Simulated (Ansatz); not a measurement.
Crystal: MnS.

```xyz
2
Lattice="0.0000 2.4735 2.4735 2.4735 0.0000 2.4735 2.4735 2.4735 0.0000" Properties=species:S:1:pos:R:3 pbc="T T T"
Mn    0.0000    0.0000    0.0000
S     3.7102    3.7102    3.7102
```

The cell is a database's computed one.

Base run:

| Item | Value |
| --- | --- |
| Program | Ansatz 0.2.0 |
| Functional | PBE |
| Potentials or basis | all-electron LAPW, scalar-relativistic |
| Cutoff | 344 eV (chosen from the basis error) |
| Basis error allowed | 0.001 eV/atom |
| k mesh | 9 × 9 × 9 |
| Occupations | gaussian, width 0.019 eV |
| Spin | collinear spin, ferromagnetic start |
| Starting moments | [4.0, 0.0] μB |

Its results: pressure 2.9 GPa; net moment 0.22 μB per cell; site moments Mn +0.21; S -0.00 μB.

Question: The run is repeated on the same cell with these changes: functional from PBE to LDA; occupations from gaussian, width 0.019 eV to fermi-dirac, width 0.05 eV. What comes out?

Answer: Pressure -6.9 GPa; net moment -0.14 μB per cell; site moments Mn -0.14; S +0.00 μB.

Caveats: the moment fell far below its start of 4 μB, so a state of higher moment may lie lower in energy; the starting moments weren't kept.
